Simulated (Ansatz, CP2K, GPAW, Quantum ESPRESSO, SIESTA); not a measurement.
Zr: 5 runs at one level of theory

```xyz
2
Lattice="3.2320 0.0000 0.0000 -1.6160 2.7990 0.0000 0.0000 0.0000 5.1470" Properties=species:S:1:pos:R:3 pbc="T T T"
Zr    1.6160    0.9330    3.8603
Zr    0.0000    1.8660    1.2868
```

Alike in all runs: task band structure; functional LDA; k mesh 9 × 9 × 5; occupations fermi-dirac, width 0.05 eV; no spin polarisation; no spin-orbit coupling. LDA stands for any of its common fits. Pressure is positive in compression and, in plane waves, holds the error of the finite cutoff.

```tsv
program and potentials	plane-wave cutoff (eV)	notes	pressure (GPa)
SIESTA, files PseudoDojo sr-lda-0.4.1-standard, DZP (energy shift 0.003 Ry; two zetas on semicore shells)	-	atomic basis	-5.27
CP2K, GTH_POTENTIALS Zr GTH-PADE-q12; TZVP-MOLOPT-PBE-GTH basis	-	atomic basis	-6.39
GPAW, the program's PAW data sets (release 1.2.1) made for this functional	600	-	?
Ansatz, all-electron LAPW, scalar-relativistic	-	-	-6.06
Quantum ESPRESSO, PseudoDojo 0.4.1 SR LDA standard	952	-	-5.97
```

Q: Estimate from the other rows what the run with GPAW, the program's PAW data sets (release 1.2.1) made for this functional gave.

A: Pressure -6.45 GPa. The other rows, which needn't bracket it: pressure -6.39 to -5.27.
